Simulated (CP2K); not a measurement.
# In (P6_3/mmc) in CP2K: equation of state

Aim: energy against volume of In in PBE, for its equilibrium volume and stiffness.

All numbers are computed with CP2K 2026.2; they aren't measurements. Logs are shortened: lines on timing, memory, paths and dates and some standing lists are left out, and cuts for length are marked.

## (1) The structure

It takes space group P6_3/mmc (No. 194, hexagonal). Conventional cell: a = 3.335 Å, b = 3.335 Å, c = 5.509 Å, α = 90.00°, β = 90.00°, γ = 120.00°. In (site symmetry -6m2) has 12 In at 3.34 to 3.36 Å as nearest neighbours.

This isn't the form of In at room conditions, which is tetragonal.

## (2) Single point, PBE, 26.54 Å³/atom

The input, in_eos.inp:

```
&GLOBAL
  PROJECT in_eos
  RUN_TYPE ENERGY_FORCE
  PRINT_LEVEL LOW
&END GLOBAL
&FORCE_EVAL
  METHOD QS
  STRESS_TENSOR ANALYTICAL
  &DFT
    BASIS_SET_FILE_NAME BASIS_MOLOPT_UZH
    POTENTIAL_FILE_NAME POTENTIAL_UZH
    &MGRID
      CUTOFF 450
      REL_CUTOFF 60
      NGRIDS 4
    &END MGRID
    &QS
      METHOD GPW
      EPS_DEFAULT 1.0E-10
    &END QS
    &KPOINTS
      SCHEME MONKHORST-PACK 9 9 5
      GAMMA_CENTERED T
      SYMMETRY T
      SYMMETRY_BACKEND SPGLIB
    &END KPOINTS
    &SCF
      SCF_GUESS ATOMIC
      EPS_SCF 1.0E-6
      MAX_SCF 100
      ADDED_MOS 10
      CHOLESKY OFF
      EPS_EIGVAL 1.0E-7
      &DIAGONALIZATION ON
        ALGORITHM STANDARD
      &END DIAGONALIZATION
      &MIXING ON
        METHOD BROYDEN_MIXING
        ALPHA 0.4
        BETA 1.5
        NBUFFER 8
      &END MIXING
      &SMEAR ON
        METHOD FERMI_DIRAC
        ELECTRONIC_TEMPERATURE [K] 580.226
      &END SMEAR
    &END SCF
    &XC
      &XC_FUNCTIONAL PBE
      &END XC_FUNCTIONAL
    &END XC
    &PRINT
      &KPOINTS ON
      &END KPOINTS
      &MULLIKEN ON
      &END MULLIKEN
      &MO ON
        ENERGIES T
        OCCUPATION_NUMBERS T
        &EACH
          QS_SCF 0
        &END EACH
        ADD_LAST NUMERIC
      &END MO
    &END PRINT
  &END DFT
  &SUBSYS
    &CELL
      ABC 3.3354847820 3.3354847820 5.5091429200
      ALPHA_BETA_GAMMA 90.0000000000 90.0000000000 119.9999999996
      PERIODIC XYZ
    &END CELL
    &COORD
      SCALED
      In  0.6666666667 0.3333333333 0.7500000000
      In  0.3333333333 0.6666666667 0.2500000000
    &END COORD
    &KIND In
      BASIS_SET TZVP-MOLOPT-PBE-GTH-q13
      POTENTIAL GTH-PBE-q13
    &END KIND
    &PRINT
      &ATOMIC_COORDINATES ON
      &END ATOMIC_COORDINATES
      &CELL ON
      &END CELL
      &SYMMETRY ON
      &END SYMMETRY
    &END PRINT
  &END SUBSYS
  &PRINT
    &FORCES ON
    &END FORCES
    &STRESS_TENSOR ON
    &END STRESS_TENSOR
  &END PRINT
&END FORCE_EVAL
```

Potentials or basis: POTENTIAL_UZH In GTH-PBE-q13; TZVP-MOLOPT-PBE-GTH basis.

The run is started by

```sh
$ OMP_NUM_THREADS=1 cp2k.psmp -i in_eos.inp -o in_eos.out
```

in_eos.out:

```text

 CP2K| version string:                                       CP2K version 2026.2
 CP2K| Input file name                                                in_eos.inp

 GLOBAL| Force Environment number                                              1
 GLOBAL| Basis set file name                                    BASIS_MOLOPT_UZH
 GLOBAL| Potential file name                                       POTENTIAL_UZH
 GLOBAL| MM Potential file name                                     MM_POTENTIAL
 GLOBAL| Coordinate file name                                      __STD_INPUT__
 GLOBAL| Method name                                                        CP2K
 GLOBAL| Project name                                                     in_eos
 GLOBAL| Run type                                                   ENERGY_FORCE
 GLOBAL| FFT library                                                       FFTW3
 GLOBAL| Diagonalization library                                       ScaLAPACK
 GLOBAL| Cholesky decomposition library                                ScaLAPACK
 GLOBAL| DGEMM library                                                      BLAS
 GLOBAL| Direct generalized diagonalization requested                          F
 GLOBAL| Matrix multiplication library                                 ScaLAPACK
 GLOBAL| Global print level                                                  LOW
 GLOBAL| Total number of message passing processes                             1
 GLOBAL| Number of threads for this process                                    1
 GLOBAL| CPU model name                                                  UNKNOWN

 CELL| Volume [angstrom^3]:                                            53.080206
 CELL| Vector a [angstrom]:       3.335     0.000     0.000   |a| =     3.335485
 CELL| Vector b [angstrom]:      -1.668     2.889     0.000   |b| =     3.335485
 CELL| Vector c [angstrom]:       0.000     0.000     5.509   |c| =     5.509143
 CELL| Angle (b,c), alpha [degree]:                                    90.000000
 CELL| Angle (a,c), beta  [degree]:                                    90.000000
 CELL| Angle (a,b), gamma [degree]:                                   120.000000
 CELL| Numerically orthorhombic:                                              NO
 CELL| Periodicity                                                           XYZ

 CELL_REF| Volume [angstrom^3]:                                        53.080206
 CELL_REF| Vector a [angstrom     3.335     0.000     0.000   |a| =     3.335485
 CELL_REF| Vector b [angstrom    -1.668     2.889     0.000   |b| =     3.335485
 CELL_REF| Vector c [angstrom     0.000     0.000     5.509   |c| =     5.509143
 CELL_REF| Angle (b,c), alpha [degree]:                                90.000000
 CELL_REF| Angle (a,c), beta  [degree]:                                90.000000
 CELL_REF| Angle (a,b), gamma [degree]:                               120.000000
 CELL_REF| Numerically orthorhombic:                                          NO
 CELL_REF| Periodicity                                                       XYZ

 GENERATE|  Preliminary Number of Bonds generated:                             0
 GENERATE|  Achieved consistency in connectivity generation.

 *******************************************************************************
 *******************************************************************************
 **            Copyright (C) by CP2K developers group (2000-2026)             **
 *******************************************************************************

 TOTAL NUMBERS AND MAXIMUM NUMBERS

  Total number of            - Atomic kinds:                                   1
                             - Atoms:                                          2
                             - Shell sets:                                     2
                             - Shells:                                        20
                             - Primitive Cartesian functions:                 12
                             - Cartesian basis functions:                     80
                             - Spherical basis functions:                     68

  Maximum angular momentum of- Orbital basis functions:                        3
                             - Local part of the GTH pseudopotential:          0
                             - Non-local part of the GTH pseudopotential:      4

 MODULE QUICKSTEP: ATOMIC COORDINATES IN ANGSTROM

   Atom Kind Element         X             Y             Z       Z(eff)     Mass
      1    1 In   49      1.667742      0.962872      4.131857  13.0000 114.8180
      2    1 In   49     -0.000000      1.925743      1.377286  13.0000 114.8180

 Crystal Symmetry Information
[... 15 lines left out ...]
                        --------------------------------------------------------
                        level_shift [a.u.]:                             0.000000
                        added MOs                                        10    0
                        --------------------------------------------------------
                        Mixing method:                            BROYDEN_MIXING
                                                charge density mixing in g-space
                        --------------------------------------------------------
                        Smear method:                                FERMI_DIRAC
                        Electronic temperature [K]:                        580.2
                        Electronic temperature [a.u.]:                  1.84E-03
                        Accuracy threshold:                             1.00E-10
                        --------------------------------------------------------
                        No outer SCF

 *******************************************************************************
                                    Kpoints
 *******************************************************************************
 BRILLOUIN| K-point scheme                                        Monkhorst-Pack
 BRILLOUIN| K-Point grid                                             9    9    5
 BRILLOUIN| Gamma-centered k-point mesh                                     ON
 BRILLOUIN| K-point symmetry accuracy                               0.100000E-05
 BRILLOUIN| K-Point point group symmetrization                                ON
 BRILLOUIN| Symmetry backend                                             SPGLIB
 BRILLOUIN| Symmetry reduction method                                    SPGLIB
 BRILLOUIN| Wavefunction type                                            COMPLEX
 BRILLOUIN| List of Kpoints [2 Pi/Bohr]                                       36
 BRILLOUIN| Number           Weight            X              Y              Z
 BRILLOUIN|     1           0.02963       -0.44444       -0.44444       -0.40000
 BRILLOUIN|     2           0.02963       -0.44444       -0.44444       -0.20000
 BRILLOUIN|     3           0.01481       -0.44444       -0.44444        0.00000
 BRILLOUIN|     4           0.05926       -0.44444       -0.33333       -0.40000
 BRILLOUIN|     5           0.05926       -0.44444       -0.33333       -0.20000
 BRILLOUIN|     6           0.02963       -0.44444       -0.33333        0.00000
[... 28 lines left out ...]
 BRILLOUIN|    35           0.00494        0.00000        0.00000       -0.20000
 BRILLOUIN|    36           0.00247        0.00000        0.00000        0.00000
 *******************************************************************************

 Extrapolation method: initial_guess

 Number of electrons:                                                         26
 Number of occupied orbitals:                                                 13
 Number of molecular orbitals:                                                23

 Number of orbital functions:                                                 68
 Number of independent orbital functions:                                     68

 SCF WAVEFUNCTION OPTIMIZATION

  Step     Update method      Time    Convergence         Total energy    Change
  ------------------------------------------------------------------------------
     1 NoMix/Diag. 0.40E+00    5.6     0.50282265      -112.7656950968 -1.13E+02
     2 Broy./Diag. 0.40E+00    6.0     0.00797615      -112.8677923868 -1.02E-01
     3 Broy./Diag. 0.40E+00    5.9     0.03146872      -112.7653322983  1.02E-01
     4 Broy./Diag. 0.40E+00    5.9     0.00637925      -112.6354565972  1.30E-01
     5 Broy./Diag. 0.40E+00    5.9     0.00947693      -112.6418728884 -6.42E-03
     6 Broy./Diag. 0.40E+00    5.9     0.00014038      -112.6426663611 -7.93E-04
     7 Broy./Diag. 0.40E+00    5.9     0.00014563      -112.6413051618  1.36E-03
     8 Broy./Diag. 0.40E+00    5.9     0.00019758      -112.6411137771  1.91E-04
     9 Broy./Diag. 0.40E+00    5.9     0.00001024      -112.6413053018 -1.92E-04
    10 Broy./Diag. 0.40E+00    5.9     0.00002794      -112.6413038963  1.41E-06
    11 Broy./Diag. 0.40E+00    5.9     0.00000189      -112.6412835202  2.04E-05
    12 Broy./Diag. 0.40E+00    5.9     0.00000132      -112.6412835585 -3.84E-08
    13 Broy./Diag. 0.40E+00    5.9     0.00000004      -112.6412843370 -7.78E-07

  *** SCF run converged in    13 steps ***

  Electronic density on regular grids:        -25.9999999953        0.0000000047
  Core density on regular grids:               25.9999999973       -0.0000000027
  Total charge density on r-space grids:        0.0000000020
  Total charge density g-space grids:           0.0000000020

  Overlap energy of the core charge distribution:               0.00000000000001
  Self energy of the core charge distribution:               -179.92452015835468
  Core Hamiltonian energy:                                     56.23836385188253
  Hartree energy:                                              25.90661042585073
  Exchange-correlation energy:                                -14.86123598649089
  Electronic entropic energy:                                  -0.00050246985589
  Fermi energy:                                                 0.25108762243265

  Total energy:                                              -112.64128433696587
  Total energy (extrapolated to T->0):                       -112.64103310203792

 MO| EIGENVALUES AND OCCUPATION NUMBERS FOR K POINT 1
 MO|
 MO|  Index      Eigenvalue [a.u.]        Eigenvalue [eV]             Occupation
 MO|      1              -0.294163              -8.004576               2.000000
 MO|      2              -0.293574              -7.988552               2.000000
 MO|      3              -0.292095              -7.948322               2.000000
 MO|      4              -0.291270              -7.925864               2.000000
 MO|      5              -0.286786              -7.803833               2.000000
 MO|      6              -0.283380              -7.711168               2.000000
[... 395 lines left out ...]
 MO|     22               0.764299              20.797620               0.000000
 MO|     23               0.888265              24.170909               0.000000
 MO| Sum:                                                              25.970661
 MO| E(Fermi):            0.251088 a.u.          6.832442 eV

 [... the levels of further k-points ...]

 !-----------------------------------------------------------------------------!
                     Mulliken Population Analysis

 #  Atom  Element  Kind  Atomic population                           Net charge
       1     In       1         13.000006                             -0.000006
       2     In       1         12.999994                              0.000006
 # Total charge                             26.000000                 -0.000000

 !-----------------------------------------------------------------------------!

 ENERGY| Total FORCE_EVAL ( QS ) energy [hartree]           -112.641283941503744

 FORCES| Atomic forces [hartree/bohr]
 FORCES|   Atom     x               y               z               |f|
 FORCES|      1 -4.66682043E-08  2.28885616E-08  9.94030504E-09   5.29208580E-08
 FORCES|      2  4.66680485E-08 -2.28883055E-08 -9.94006482E-09   5.29205647E-08
 FORCES| Sum    -1.55776301E-13  2.56105828E-13  2.40221393E-13
 FORCES| Total atomic force                                       3.84138996E-13

 STRESS| Analytical stress tensor [bar]
 STRESS|                        x                   y                   z
 STRESS|      x        1.89737646176E+04   1.25185753738E-01  -9.40468739148E-04
 STRESS|      y        1.25185753738E-01   1.89743056573E+04  -5.71069857985E-04
 STRESS|      z       -9.40468739148E-04  -5.71069857985E-04   1.56630187212E+04
 STRESS| 1/3 Trace                                             1.78703629987E+04
 STRESS| Determinant                                           5.63890616769E+12

 STRESS| Eigenvectors and eigenvalues of the analytical stress tensor [bar]
 STRESS|                        1                   2                   3
 STRESS| Eigenvalues   1.56630187212E+04   1.89737370561E+04   1.89743332187E+04
 STRESS|      x           0.000000284059      0.976610755737      0.215014957105
 STRESS|      y           0.000000172451     -0.215014957105      0.976610755737
 STRESS|      z           1.000000000000     -0.000000240336     -0.000000229494
```

Wall time 96 s (1 thread of Arm Neoverse V1, shared host); peak memory 0.39 GiB.

Results:

* Free energy: -3065.1252 eV
* Pressure: 1.8 GPa
* Band gap on the k mesh: none (metal or under the smearing width)

Caveat: the basis of atomic orbitals isn't converged, which shifts pressures, moduli and gaps.

(Part 1 of 2 ends here.)
